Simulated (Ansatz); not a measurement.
**Si: from a guess to a relaxed structure, part 1 of 2**

Aim: relax a trial structure of Si and see where it ends.

Program: Ansatz 0.2.0. Level of theory: DFT PBE, scalar-relativistic, plane waves, PAW. These are calculated values, not measurements.

## Step 1: The structure to begin with

The structure is orthorhombic, space group Ccce (No. 68). The conventional cell has a = 3.483 Å, b = 6.033 Å, c = 8.261 Å, α = 90.00°, β = 90.00°, γ = 90.00°. Around Si (site symmetry 2) lie 4 Si at 2.22 Å. Around Si (site symmetry 222) lie 4 Si at 2.22 Å.

Coordinates:

```
CELL_PARAMETERS angstrom
1.74152 -3.01639 0.00000
1.74152 3.01639 0.00000
0.00000 0.00000 8.26068
ATOMIC_POSITIONS crystal
Si 0.00000 0.50000 0.33333
Si 0.50000 0.00000 0.66667
Si 0.50000 0.00000 0.16667
Si 0.00000 0.50000 0.83333
Si 0.00000 0.00000 0.50000
Si 0.50000 0.50000 0.00000
```

A structure generator made this guess: 4-connected net of one element (Ccce, No. 68). Its size is a rough estimate.

## Step 2: A first look at the guess

input.yaml reads:

```yaml
crystal:
  lattice:
    - [1.74151783, -3.01639189, 0.0]
    - [1.74151783, 3.01639189, 0.0]
    - [0.0, 0.0, 8.26067559]
  atoms:
    - { symbol: Si, position: [0.0, 0.5, 0.33333363] }
    - { symbol: Si, position: [0.5, 0.0, 0.66666637] }
    - { symbol: Si, position: [0.5, 0.0, 0.16666637] }
    - { symbol: Si, position: [0.0, 0.5, 0.83333363] }
    - { symbol: Si, position: [0.0, 0.0, 0.5] }
    - { symbol: Si, position: [0.5, 0.5, 0.0] }
basis:
  ecutwfc: 420
kpoints:
  mp_grid: { grid: [6, 6, 2] }
hamiltonian:
  xc: pbe
scf:
  occupations: { method: gaussian, width: 0.1 }
  lower_state_search: "off"
output:
  forces: true
  stress: true
  eigenvalues: true
```

Run with:

```console
$ ansatz run input.yaml --threads 1 --pin off --max-ram 2560MiB --backend cpu --events-out ev --progress --plain --runs-dir out
```

Standard output (excerpt; [...] marks lines left out):

```text
[...]
SCF converged after 6 iterations
Free energy (F): -3811.100504 eV
[...]
E sigma→0 (E₀):  -3811.094411 eV
Entropy (-TS):   -0.012187 eV (-2.031 meV/atom)
Fermi energy:    10.246303 eV
[...]
--- Forces (eV/Å), atoms counted from 1 ---
  atom   1  Si     0.00000000     0.00000000     0.05927696
  atom   2  Si    -0.00000000     0.00000000    -0.05927696
  atom   3  Si     0.00000000    -0.00000000    -0.05927696
  atom   4  Si     0.00000000    -0.00000000     0.05927696
  atom   5  Si     0.00000000     0.00000000    -0.00000000
  atom   6  Si     0.00000000    -0.00000000     0.00000000
[...]
--- Stress (GPa, compression-positive) ---
       37.308706       0.000000      -0.000000
        0.000000      36.309579       0.000000
       -0.000000       0.000000      29.552394
  P = ⅓ Tr σ = 34.3902 GPa (343.902 kbar)
--- Band table (eV; the first three rows and the last of 26) ---
  k-point 0: bands = ["-4.0967", "-2.0306", "-2.0259", "3.9097", "3.9287", "8.1822", "8.8370", "9.6078", "10.3292", "10.5257", "10.7299", "11.3828", "12.5141", "12.9151", "13.2945", "13.3503", "13.8434", "14.3767"]
[...]
```

It took 2.5 s on 1 thread of Arm Neoverse V1, shared host; peak memory 0.31 GiB.

From the probe: pressure 34.4 GPa, largest force 0.06 eV/Å, gap on this mesh none (metal). A guess like this is first relaxed loosely on the coarse mesh.

## Step 3: A loose first relaxation

input.yaml, as its differences from that of step 2:

```diff
@@ -25 +25,6 @@
   eigenvalues: true
+relax:
+  adjacent_minimum: "off"
+  f_tol: 0.04
+  max_steps: 70
+  cell: { stress_tol: 0.4 }
```

Run with:

```console
$ ansatz run input.yaml --threads 1 --pin off --max-ram 2560MiB --backend cpu --events-out ev --progress --plain --runs-dir out
```

Standard output:

```text
Warning: RAYON_NUM_THREADS=1 ignored (pool sized by the plan → 1); use --threads N
Engine: ansatz 0.2.0, aarch64-unknown-linux-gnu
Pseudopotentials: kind: paw
Pseudopotential: Si, paw, valence charge 4, recommended cutoff 420 eV (normal), Si.paw.azcp
Functional definition: PBE
  parameter kappa = 0.804
  parameter beta = 0.06672455060314922
  exchange = pbe_x(kappa = kappa, mu = beta*pi^2/3)
  correlation = pbe_c(beta = beta)
Crystal: 6 atoms, lattice volume = 86.788 Å³
Basis set: ecut = 420 eV, 1665 PW (Γ), exchange–correlation on 48×48×120 points (8 copies of the dense FFT grid, shifted against one another)
Bands: 18, of which v1, the nominal top of the filled ones, is band 12 counted from 1 (11 counted from 0)
Symmetry: 8 space group operations
Space group: Ccce (ITA 68), of the structure as read, at distance tolerance 4.4e-5 Å
k-points: 26 of 72
Non-local potential: Si, projectors of the file, l = 0: 2, l = 1: 2, l = 2: 2
PAW form: soft (Blöchl's): semilocal exchange-correlation on the pseudo side does not see the compensation charge
PAW one-centre angular grid: Si, 110 points (default); XC on 64 Gauss nodes
Initial density: superposition of atomic densities (neutral atoms: chi_scale 0, normalization atom), corrected by the library's trained network
Initial wavefunctions: pseudopotential atomic-orbital guess
Functional: x = pbe(κ = 0.804, μ = 0.2195149727645171), c = pbe(β = 0.06672455060314922)
SCF iter   1: F=—  HF=-3811.100636 eV  |F-HF|=—  |Δ(HF+E_count)|=         —  Δρ=3.45e-3  dr2=9.14e-3  ethr=1.77e-3  ⟨swp⟩=6.9  Hψ=2972  notcnv=0
preconditioner: auto → Kerker (q_TF=auto, 2.202 Å⁻¹)  [metal: Δε(μ)=0.046 eV  Ē_g=8.497 eV  σ=0.100 eV  W_gap=0.25  n_scr=10 (ndim 8)  ℏωp=19.5 eV  f_vac=0.000  D(μ)=2.34/eV (n_scr^D=10)]
SCF iter   2: F=—  HF=-3811.100698 eV  |F-HF|=—  |Δ(HF+E_count)|=   6.18e-5  Δρ=2.05e-3  dr2=3.36e-3  ethr=3.81e-5  ⟨swp⟩=1.3  Hψ=741  notcnv=0
SCF iter   3: F=—  HF=-3811.100512 eV  |F-HF|=—  |Δ(HF+E_count)|=   1.86e-4  Δρ=2.30e-4  dr2=4.10e-5  ethr=1.40e-5  ⟨swp⟩=2.2  Hψ=746  notcnv=0
SCF iter   4: F=—  HF=-3811.100504 eV  |F-HF|=—  |Δ(HF+E_count)|=   7.63e-6  Δρ=4.87e-5  dr2=1.32e-6  ethr=1.71e-7  ⟨swp⟩=2.0  Hψ=744  notcnv=0
iter 5 did not close the SCF: its close was put off for the readings that it lacked (scf_convergence_deferred on its scf_iter line)
SCF iter   5: F=-3811.100504 eV  HF=-3811.100504 eV  |F-HF|=1.54e-8  |Δ(HF+E_count)|=   4.28e-7  Δρ=7.09e-6  dr2=5.09e-8  ethr=5.51e-9  ⟨swp⟩=2.4  Hψ=754  notcnv=0
SCF iter   6: F=-3811.100504 eV  HF=-3811.100504 eV  |F-HF|=9.61e-10  |Δ(HF+E_count)|=   7.16e-9  Δρ=1.58e-6  dr2=2.82e-9  ethr=2.12e-10  ⟨swp⟩=5.6  Hψ=1997  notcnv=0
SCF 1 converged in 6 iterations: F = -3811.100504 eV  dr2 = 2.82e-9
relax step   1: F+E_penalty+E_count = -3811.10050430 eV  Δ(F+E_penalty+E_count) = +0.000e0 eV  max|allowed force component| = 5.928e-2 eV/Å  Δτ_max = 0.0000 Å  P = +34.390 GPa  Ω = 86.788 Å³  (6 SCF iters, dr2 threshold 1.00e-7 eV, accepted)
Crystal: 6 atoms, lattice volume = 96.855 Å³
Basis set: ecut = 420 eV, 1853 PW (Γ), exchange–correlation on 48×48×120 points (8 copies of the dense FFT grid, shifted against one another)
Initial density: handed on by an earlier stage of this run
Initial wavefunctions: those handed on with the density
iter 1 solved again at ethr=2.07e-4 eV; its pass at ethr=3.10e-3 eV (dr2=4.97e-2 eV) is discarded
SCF iter   1: F=—  HF=-3812.676325 eV  |F-HF|=—  |Δ(HF+E_count)|=         —  Δρ=6.66e-3  dr2=4.85e-2  ethr=2.07e-4  ⟨swp⟩=1.0  Hψ=3282  notcnv=0
preconditioner: auto → Kerker (q_TF=auto, 2.162 Å⁻¹)  [metal: Δε(μ)=0.066 eV  Ē_g=8.068 eV  σ=0.100 eV  W_gap=0.36  n_scr=22 (ndim 8)  ℏωp=18.5 eV  f_vac=0.000  D(μ)=0.67/eV (n_scr^D=2)]
SCF iter   2: F=—  HF=-3812.663082 eV  |F-HF|=—  |Δ(HF+E_count)|=   1.32e-2  Δρ=4.05e-3  dr2=1.87e-2  ethr=2.02e-4  ⟨swp⟩=1.0  Hψ=468  notcnv=0
SCF iter   3: F=—  HF=-3812.657313 eV  |F-HF|=—  |Δ(HF+E_count)|=   5.77e-3  Δρ=4.29e-4  dr2=1.52e-4  ethr=7.80e-5  ⟨swp⟩=2.3  Hψ=781  notcnv=0
SCF iter   4: F=—  HF=-3812.657369 eV  |F-HF|=—  |Δ(HF+E_count)|=   5.56e-5  Δρ=8.25e-5  dr2=7.34e-6  ethr=6.35e-7  ⟨swp⟩=2.2  Hψ=784  notcnv=0
SCF iter   5: F=-3812.657371 eV  HF=-3812.657371 eV  |F-HF|=3.35e-8  |Δ(HF+E_count)|=   1.89e-6  Δρ=1.49e-5  dr2=1.43e-7  ethr=2.50e-9  ⟨swp⟩=7.1  Hψ=2394  notcnv=0
SCF 2 converged in 5 iterations: F = -3812.657371 eV  dr2 = 1.43e-7
relax step   2: F+E_penalty+E_count = -3812.65737072 eV  Δ(F+E_penalty+E_count) = -1.557e0 eV  max|allowed force component| = 1.250e-2 eV/Å  Δτ_max = 0.0006 Å  P = +14.222 GPa  Ω = 96.855 Å³  energy of the carried Pulay correction = -2.265e-3 eV  (5 SCF iters, dr2 threshold 6.00e-7 eV, accepted)
Crystal: 6 atoms, lattice volume = 104.693 Å³
Basis set: ecut = 420 eV, 2033 PW (Γ), exchange–correlation on 48×48×120 points (8 copies of the dense FFT grid, shifted against one another)
iter 1 solved again at ethr=1.21e-4 eV; its pass at ethr=3.10e-3 eV (dr2=2.91e-2 eV) is discarded
SCF iter   1: F=—  HF=-3813.154089 eV  |F-HF|=—  |Δ(HF+E_count)|=         —  Δρ=4.89e-3  dr2=2.87e-2  ethr=1.21e-4  ⟨swp⟩=1.0  Hψ=3279  notcnv=0
preconditioner: auto → Kerker (q_TF=auto, 2.134 Å⁻¹)  [metal: Δε(μ)=0.078 eV  Ē_g=7.783 eV  σ=0.100 eV  W_gap=0.42  n_scr=22 (ndim 8)  ℏωp=17.8 eV  f_vac=0.000  D(μ)=0.96/eV (n_scr^D=2)]
SCF iter   2: F=—  HF=-3813.147649 eV  |F-HF|=—  |Δ(HF+E_count)|=   6.44e-3  Δρ=2.99e-3  dr2=1.11e-2  ethr=1.19e-4  ⟨swp⟩=1.0  Hψ=468  notcnv=0
SCF iter   3: F=—  HF=-3813.144667 eV  |F-HF|=—  |Δ(HF+E_count)|=   2.98e-3  Δρ=3.17e-4  dr2=9.56e-5  ethr=4.64e-5  ⟨swp⟩=2.3  Hψ=782  notcnv=0
SCF iter   4: F=—  HF=-3813.144728 eV  |F-HF|=—  |Δ(HF+E_count)|=   6.09e-5  Δρ=6.35e-5  dr2=5.05e-6  ethr=3.98e-7  ⟨swp⟩=2.4  Hψ=785  notcnv=0
SCF iter   5: F=-3813.144729 eV  HF=-3813.144729 eV  |F-HF|=4.78e-8  |Δ(HF+E_count)|=   1.70e-6  Δρ=1.22e-5  dr2=1.11e-7  ethr=2.50e-9  ⟨swp⟩=6.5  Hψ=2337  notcnv=0
SCF 3 converged in 5 iterations: F = -3813.144729 eV  dr2 = 1.11e-7
relax step   3: F+E_penalty+E_count = -3813.14472947 eV  Δ(F+E_penalty+E_count) = -4.874e-1 eV  max|allowed force component| = 4.384e-3 eV/Å  Δτ_max = 0.0059 Å  P = +4.062 GPa  Ω = 104.693 Å³  energy of the carried Pulay correction = -3.865e-3 eV  (5 SCF iters, dr2 threshold 6.00e-7 eV, accepted)
Crystal: 6 atoms, lattice volume = 109.251 Å³
Basis set: ecut = 420 eV, 2147 PW (Γ), exchange–correlation on 48×48×120 points (8 copies of the dense FFT grid, shifted against one another)
iter 1 solved again at ethr=4.31e-5 eV; its pass at ethr=3.10e-3 eV (dr2=1.03e-2 eV) is discarded
SCF iter   1: F=—  HF=-3813.203192 eV  |F-HF|=—  |Δ(HF+E_count)|=         —  Δρ=2.97e-3  dr2=1.02e-2  ethr=4.31e-5  ⟨swp⟩=1.1  Hψ=3155  notcnv=0
preconditioner: auto → Kerker (q_TF=auto, 2.119 Å⁻¹)  [metal: Δε(μ)=0.095 eV  Ē_g=7.638 eV  σ=0.100 eV  W_gap=0.43  n_scr=22 (ndim 8)  ℏωp=17.4 eV  f_vac=0.000  D(μ)=0.67/eV (n_scr^D=2)]
SCF iter   2: F=—  HF=-3813.201496 eV  |F-HF|=—  |Δ(HF+E_count)|=   1.70e-3  Δρ=1.82e-3  dr2=3.97e-3  ethr=4.24e-5  ⟨swp⟩=1.0  Hψ=468  notcnv=0
SCF iter   3: F=—  HF=-3813.200694 eV  |F-HF|=—  |Δ(HF+E_count)|=   8.02e-4  Δρ=1.75e-4  dr2=2.90e-5  ethr=1.65e-5  ⟨swp⟩=2.3  Hψ=784  notcnv=0
SCF iter   4: F=—  HF=-3813.200722 eV  |F-HF|=—  |Δ(HF+E_count)|=   2.79e-5  Δρ=3.58e-5  dr2=1.73e-6  ethr=1.21e-7  ⟨swp⟩=2.4  Hψ=791  notcnv=0
SCF iter   5: F=-3813.200722 eV  HF=-3813.200722 eV  |F-HF|=2.76e-8  |Δ(HF+E_count)|=   6.85e-7  Δρ=7.00e-6  dr2=4.22e-8  ethr=2.50e-9  ⟨swp⟩=6.1  Hψ=2312  notcnv=0
SCF 4 converged in 5 iterations: F = -3813.200722 eV  dr2 = 4.22e-8
relax step   4: F+E_penalty+E_count = -3813.20072243 eV  Δ(F+E_penalty+E_count) = -5.599e-2 eV  max|allowed force component| = 1.502e-2 eV/Å  Δτ_max = 0.0016 Å  P = -0.338 GPa  Ω = 109.251 Å³  energy of the carried Pulay correction = -4.738e-3 eV  (5 SCF iters, dr2 threshold 6.00e-7 eV, accepted)
Crystal: 6 atoms, lattice volume = 109.058 Å³
Basis set: ecut = 420 eV, 2141 PW (Γ), exchange–correlation on 48×48×120 points (8 copies of the dense FFT grid, shifted against one another)
iter 1 solved again at ethr=2.36e-6 eV; its pass at ethr=3.10e-3 eV (dr2=5.65e-4 eV) is discarded
SCF iter   1: F=—  HF=-3813.203346 eV  |F-HF|=—  |Δ(HF+E_count)|=         —  Δρ=8.27e-4  dr2=5.42e-4  ethr=2.36e-6  ⟨swp⟩=2.5  Hψ=3106  notcnv=0
preconditioner: auto → Resta (q_TF=auto, 2.120 Å⁻¹)  ε∞=6.2  [insulator: Δε(μ)=0.237 eV  Ē_g=7.642 eV  σ=0.100 eV  W_gap=0.55  n_scr=22 (ndim 8)  ℏωp=17.4 eV  f_vac=0.000  D(μ)=1.23/eV (n_scr^D=2)  ε∞_Penn≈6.2]
SCF iter   2: F=—  HF=-3813.203386 eV  |F-HF|=—  |Δ(HF+E_count)|=   3.98e-5  Δρ=4.88e-4  dr2=1.82e-4  ethr=2.26e-6  ⟨swp⟩=1.0  Hψ=468  notcnv=0
SCF iter   3: F=-3813.203409 eV  HF=-3813.203409 eV  |F-HF|=3.17e-7  |Δ(HF+E_count)|=   2.34e-5  Δρ=2.52e-5  dr2=4.83e-7  ethr=2.50e-9  ⟨swp⟩=5.4  Hψ=2660  notcnv=0
SCF 5 converged in 3 iterations: F = -3813.203409 eV  dr2 = 4.83e-7
relax step   5: F+E_penalty+E_count = -3813.20340919 eV  Δ(F+E_penalty+E_count) = -2.687e-3 eV  max|allowed force component| = 1.161e-3 eV/Å  Δτ_max = 0.0011 Å  P = -0.161 GPa  Ω = 109.058 Å³  energy of the carried Pulay correction = -4.701e-3 eV  (3 SCF iters, dr2 threshold 6.00e-7 eV, accepted)
Basis set: ecut = 420 eV, 2141 PW (Γ), exchange–correlation on 54×54×120 points (8 copies of the dense FFT grid, shifted against one another)
Initial wavefunctions: pseudopotential atomic-orbital guess (no wavefunctions were taken with the density)
iter 1 solved again at ethr=1.38e-7 eV; its pass at ethr=3.10e-3 eV (dr2=3.32e-5 eV) is discarded
SCF iter   1: F=—  HF=-3813.220917 eV  |F-HF|=—  |Δ(HF+E_count)|=         —  Δρ=2.94e-4  dr2=9.45e-6  ethr=1.38e-7  ⟨swp⟩=3.0  Hψ=4215  notcnv=0
preconditioner: auto → Resta (q_TF=auto, 2.120 Å⁻¹)  ε∞=6.2  [insulator: Δε(μ)=0.237 eV  Ē_g=7.641 eV  σ=0.100 eV  W_gap=0.54  n_scr=22 (ndim 8)  ℏωp=17.4 eV  f_vac=0.000  D(μ)=1.23/eV (n_scr^D=2)  ε∞_Penn≈6.2]
SCF iter   2: F=—  HF=-3813.221030 eV  |F-HF|=—  |Δ(HF+E_count)|=   1.13e-4  Δρ=1.56e-4  dr2=2.82e-6  ethr=3.94e-8  ⟨swp⟩=2.8  Hψ=786  notcnv=0
SCF iter   3: F=—  HF=-3813.221066 eV  |F-HF|=—  |Δ(HF+E_count)|=   3.62e-5  Δρ=4.41e-6  dr2=1.38e-8  ethr=1.18e-8  ⟨swp⟩=2.0  Hψ=781  notcnv=0
SCF iter   4: F=-3813.221066 eV  HF=-3813.221066 eV  |F-HF|=1.82e-10  |Δ(HF+E_count)|=   1.19e-8  Δρ=5.59e-7  dr2=2.75e-10  ethr=1.60e-11  ⟨swp⟩=5.3  Hψ=1920  notcnv=0
SCF 6 converged in 4 iterations: F = -3813.221066 eV  dr2 = 2.75e-10
relax step   6: F+E_penalty+E_count = -3813.22106604 eV  Δ(F+E_penalty+E_count) = -1.766e-2 eV  max|allowed force component| = 1.022e-3 eV/Å  Δτ_max = 0.0000 Å  P = +0.018 GPa  Ω = 109.058 Å³  stress off target by 2.54e-1 GPa  SCF on the basis re-selected at this cell (its energy is not comparable with the rows above)  (4 SCF iters)
basis re-selected at this cell: Δ(F+E_penalty+E_count) = -1.766e-2 eV, ΔP = +0.180 GPa vs the last step (what re-selecting the basis moved, of the pressure what is left beyond the Pulay correction that the steps carried, after the strain that the cell walked since its last selection, with what the two solves' SCF thresholds leave and, on support functions, any second-order correction that the steps lacked; it is no measure of the basis error at this ecutwfc). The dense FFT grid was sized anew with the basis: this SCF ran on 27×27×60 points, the steps before it on 24×24×60, so part of this shift can come from that change (see relax.cell in the input reference). This SCF's stress stands 2.54e-1 GPa from its target on what of the cell is left free (relax.cell.stress_tol is 4.00e-1 GPa) and its largest allowed force component is 1.02e-3 eV/Å (relax.f_tol is 4.00e-2 eV/Å): within both
SCF converged after 4 iterations
Free energy (F): -3813.221066 eV
Harris-Foulkes:  -3813.221066 eV  (|F-HF|=1.82e-10)
Internal energy: -3813.214928 eV  (E = F + TS)
E sigma→0 (E₀):  -3813.217997 eV
Entropy (-TS):   -0.006138 eV (-1.023 meV/atom)
Fermi energy:    7.535429 eV
--- Per-component energies (eV) ---
  E_band       = 53.896853
  E_kinetic    = 240.678104
  E_local      = -99.303138  (includes V_loc(G=0)·N_el)
  E_nonlocal   = 154.536004
  E_hartree    = 26.173370
  E_xc         = -331.069871
  E_vxc        = -280.455350  (∫ρ·V_xc dr)
  E_paw        = -3075.642942  (= ΣΔE_a)
  E_vpaw       = -13.905487  (= ΣTr[D̂ρ^β])
  E_aug_tail   = 0.000039  (compensation charges beyond the density's cutoff)
  E_ewald      = -728.586494
  E_smearing   = -0.006138  (= −TS)
  E_closure    = -0.000000  (closes the sum)
  Σ components = -3813.221066   (vs F -3813.221066, Δ=0.00e0)
--- Forces (eV/Å), atoms counted from 1 ---
  atom   1  Si    -0.00000000     0.00000000    -0.00102235
  atom   2  Si    -0.00000000    -0.00000000     0.00102235
  atom   3  Si     0.00000000    -0.00000000     0.00102235
  atom   4  Si     0.00000000     0.00000000    -0.00102235
  atom   5  Si    -0.00000000     0.00000000    -0.00000000
  atom   6  Si     0.00000000    -0.00000000     0.00000000
  max |Σ_I F_I| component: 6.46e-27 eV/Å
--- Stress (GPa, compression-positive) ---
        0.220865       0.000000      -0.000000
        0.000000       0.088760      -0.000000
       -0.000000      -0.000000      -0.254286
  P = ⅓ Tr σ = 0.0184 GPa (0.184 kbar)
--- Band table (eV; the first three rows and the last of 26) ---
  k-point 0: bands = ["-5.1340", "-3.2063", "-3.1606", "2.3127", "2.3255", "4.8806", "5.3998", "6.3388", "7.0684", "7.3056", "7.8773", "7.8813", "8.8394", "8.9845", "9.0483", "9.7759", "10.0894", "10.2371"]
  k-point 1: bands = ["-4.6426", "-4.6426", "-0.8122", "-0.8122", "5.1084", "5.1084", "5.7172", "5.7172", "6.6643", "6.6643", "7.5430", "7.5430", "9.1638", "9.1638", "9.4628", "9.4628", "10.6688", "10.6688"]
  k-point 2: bands = ["-4.8017", "-2.9114", "-2.8351", "2.0955", "2.4278", "3.7934", "4.6707", "4.8347", "6.0605", "6.2437", "6.8888", "6.9063", "8.7388", "9.3676", "10.2421", "10.5350", "10.6190", "11.0975"]
  k-point 25: bands = ["-2.4237", "-2.4237", "-1.0103", "-1.0103", "1.4720", "1.4720", "3.1467", "3.1467", "5.3197", "5.3197", "5.6037", "5.6037", "8.7721", "8.7721", "9.1479", "9.1479", "10.6953", "10.6953"]
--- Relaxed structure (5 steps of the walk, 5 accepted, 1 SCFs on fresh bases) ---
  F+E_penalty+E_count = -3813.22106604 eV   max|allowed force component| = 1.022e-3 eV/Å   (the final SCF, on the basis selected at the relaxed cell)
  cell:  # Å, volume = 109.0577 Å³
    - [1.9211143675276883, -3.3750227880481756, -2.2934983781796826e-17]
    - [1.9211143675276883, 3.3750227880481756, 2.2934983781796832e-17]
    - [1.5810841259362727e-32, 6.280963070860629e-17, 8.410008542362592]
  atoms:
    - { symbol: Si, position: [3.108510763930673e-18, 0.5, 0.33406643365987926] }
    - { symbol: Si, position: [0.5, -6.196556883468827e-18, 0.6659335663401206] }
    - { symbol: Si, position: [0.5, -1.5440230597690764e-18, 0.1659335663401207] }
    - { symbol: Si, position: [7.761044587630422e-18, 0.5, 0.8340664336598793] }
    - { symbol: Si, position: [1.5407439555097887e-33, 0.0, 0.49999999999999994] }
    - { symbol: Si, position: [0.5, 0.5, 3.4592506852681034e-33] }
```

It took 17 s on 1 thread of Arm Neoverse V1, shared host; peak memory 0.35 GiB.

The steps of the relaxation:

```
step  energy from step 1 (eV/cell)  largest force component (eV/Å)  pressure (GPa)  volume (Å³)
   1                        0.0000                          0.0593           34.39        86.79
   2                       -1.5569                          0.0125           14.22        96.86
   3                       -2.0442                          0.0044            4.06       104.69
   4                       -2.1002                          0.0150           -0.34       109.25
   5                       -2.1029                          0.0012           -0.16       109.06
   6                       -2.1206                          0.0010            0.02       109.06
```

Step 1 is the start. Step 6 repeats the geometry before it on a plane-wave basis chosen anew for that cell, so its energy need not be comparable with the rows above.

Lengths and angles in the start's conventional setting:

|  | before | after | change |
| --- | --- | --- | --- |
| a (Å) | 3.483 | 3.842 | +10.3 % |
| b (Å) | 6.033 | 6.750 | +11.9 % |
| c (Å) | 8.261 | 8.410 | +1.8 % |
| volume (Å³/atom) | 14.46 | 18.18 | +25.7 % |
| shortest distance (Å) | 2.220 | 2.385 | +7.4 % |
| space group (0.01 Å) | Ccce | Ccce | same |

Forces and stress were held to the start's 8 operations: a distortion of lower symmetry was not tested.

(Continued in part 2 of 2.)
